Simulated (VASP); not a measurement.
A run of VASP 6.6.1:

INCAR

```
SYSTEM = FeO
PREC = Accurate
ENCUT = 520
EDIFF = 1E-7
ISMEAR = -1
SIGMA = 0.05
LREAL = .False.
LASPH = .True.
NELM = 150
ALGO = Normal
ISIF = 2
LWAVE = .False.
LCHARG = .False.
ISPIN = 2
MAGMOM = 3 3 0 0
LORBIT = 11
LMAXMIX = 4
GGA = PE
NBANDS = 26
```

File KPOINTS:

```
Automatic mesh
0
Gamma
  10 10 5
  0 0 0
```

Contents of POSCAR:

```
FeO
1.0
    2.6823620000     -1.5244300000      0.0000000000
    2.6823620000      1.5244300000      0.0000000000
   -0.2343110000      0.0000000000      5.2694490000
Fe O
2 2
Direct
    0.0000000000      0.0000000000      0.5000000000
    0.0000000000      0.0000000000      0.0000000000
    0.3354670000      0.3354670000      0.7442990000
    0.6645330000      0.6645330000      0.2557010000
```

Potentials or basis: VASP PAW PBE potentials, release 64 (Fe, O).

Command:

```sh
$ cat potpaw_PBE.64/Fe/POTCAR potpaw_PBE.64/O/POTCAR > POTCAR
$ mpirun -np 1 vasp_std > vasp.out
```

Hardware: 1 thread of Intel(R) Xeon(R) Platinum 8259CL CPU @ 2.50GHz (Skylake/Cascade Lake) (shared host).

**Question.** Estimate the wall time of this run.

**Answer.** Run time: 4.6 min on 1 thread of Intel(R) Xeon(R) Platinum 8259CL CPU @ 2.50GHz (Skylake/Cascade Lake) (shared host), peak memory 0.33 GiB. Counts: scf iterations 20, k points 141.
